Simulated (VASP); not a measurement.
## A VASP 6.6.1 single-point calculation on AlN

INCAR

```
PREC = Accurate
ENCUT = 520
LASPH = .TRUE.
LWAVE = .FALSE.
ISMEAR = -4
NBANDS = 16
ISIF = 2
LCHARG = .FALSE.
LREAL = .FALSE.
IBRION = -1
NSW = 0
SIGMA = 0.05
GGA = PE
EDIFF = 1E-7
NELM = 50
```

KPOINTS

```
KPOINTS created by Atomic Simulation Environment
0
Gamma
12 12 6
0 0 0
```

POSCAR

```
Al N
 1.0000000000000000
     3.1066937601619840    0.0000000000286508   -0.0000000000000000
    -1.5533468801058046    2.6904757180645529    0.0000000000000000
    -0.0000000000000000   -0.0000000000000000    4.9785915519235582
 Al  N
   2   2
Cartesian
 -0.0000000000165415  1.7936504787192520 -0.0164068123511574
  1.5533468800727215  0.8968252393739514  2.4728889636106222
 -0.0000000000165415  1.7936504787192520  1.8833786443224920
  1.5533468800727215  0.8968252393739514  4.3726744202842713
```

The recommended PBE PAW datasets give the neutral cell 16 valence electrons.

Command

```
mpirun -np 1 vasp_std
```

Question: Predict the outcome of this run.

Answer: It converged. Results: gap between bands v and c on the k mesh 4.24 eV; least direct gap on the k mesh 4.24 eV; pressure 4.4 GPa. Band v is the last that the valence electrons fill when counted band by band, and c is the next.

OSZICAR

```
N       E                     dE             d eps       ncg     rms          rms(c)
DAV:   1     0.410274843913E+02    0.41027E+02   -0.73408E+03  2440   0.899E+02
DAV:   2    -0.310249060211E+02   -0.72052E+02   -0.66533E+02  3416   0.187E+02
DAV:   3    -0.345093419150E+02   -0.34844E+01   -0.34740E+01  3008   0.425E+01
DAV:   4    -0.345303938910E+02   -0.21052E-01   -0.21051E-01  3024   0.373E+00
DAV:   5    -0.345306731976E+02   -0.27931E-03   -0.27931E-03  3088   0.430E-01    0.122E+01
DAV:   6    -0.297563289604E+02    0.47743E+01   -0.10670E+01  2904   0.237E+01    0.417E+00
DAV:   7    -0.297796232412E+02   -0.23294E-01   -0.68393E-01  2600   0.582E+00    0.296E+00
DAV:   8    -0.297723391292E+02    0.72841E-02   -0.60133E-02  2728   0.225E+00    0.591E-01
DAV:   9    -0.297673108672E+02    0.50283E-02   -0.12225E-02  3240   0.817E-01    0.246E-01
DAV:  10    -0.297679328175E+02   -0.62195E-03   -0.22657E-03  2664   0.299E-01    0.132E-01
DAV:  11    -0.297678515640E+02    0.81254E-04   -0.17575E-04  2848   0.102E-01    0.328E-02
DAV:  12    -0.297678546342E+02   -0.30702E-05   -0.11633E-05  2800   0.272E-02    0.724E-03
DAV:  13    -0.297678544550E+02    0.17916E-06   -0.41658E-06  2808   0.158E-02    0.551E-03
DAV:  14    -0.297678544589E+02   -0.39017E-08   -0.32300E-07  2808   0.483E-03
   1 F= -.29767854E+02 E0= -.29767854E+02  d E =0.000000E+00
```

Standard output (part)

```
POSCAR found type information on POSCAR AlN
 POSCAR found :  2 types and       4 ions
 LDA part: xc-table for (Slater+PW92), standard interpolation
 POSCAR, INCAR and KPOINTS ok, starting setup
 WAVECAR not read
 entering main loop
```

For comparison, a separate PBE run of the intended cell, on usual settings and not on those above, gives a gap of 4.24 eV on its mesh and a pressure of 4.4 GPa.
